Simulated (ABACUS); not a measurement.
Crystal: V.

```xyz
1
Lattice="-1.5144 1.5144 1.5144 1.5144 -1.5144 1.5144 1.5144 1.5144 -1.5144" Properties=species:S:1:pos:R:3 pbc="T T T"
V     0.0000    0.0000    0.0000
```

Base run:

```yaml
Program: ABACUS 3.10.1
Functional: WC
Potentials_or_basis: GBRV ultrasoft 1.5 PBEsol
Cutoff: 544 eV
Density_cutoff: 4354 eV
Basis: plane waves
k_mesh: 10 × 10 × 10
Occupations: fermi-dirac, width 0.05 eV
Spin: collinear spin, ferromagnetic start
Starting_moments: "[2.0] μB"
```

Its results: band gap on the k mesh none (metal or under the smearing width); pressure -26.0 GPa; net moment 0.00 μB per cell.

Problem. The run is repeated on the same cell with these changes: functional from WC to LDA-PW92; potentials or basis from GBRV ultrasoft 1.5 PBEsol to GBRV ultrasoft 1.5 LDA. What comes out?

Solution. Band gap on the k mesh none (metal or under the smearing width); pressure -17.1 GPa; net moment 0.00 μB per cell.

Caveats: so large a pressure means that the cell lies far from this level's equilibrium, or that cutoff or potentials fall short; the potentials were made for another functional, which shifts forces and pressure (some runs).
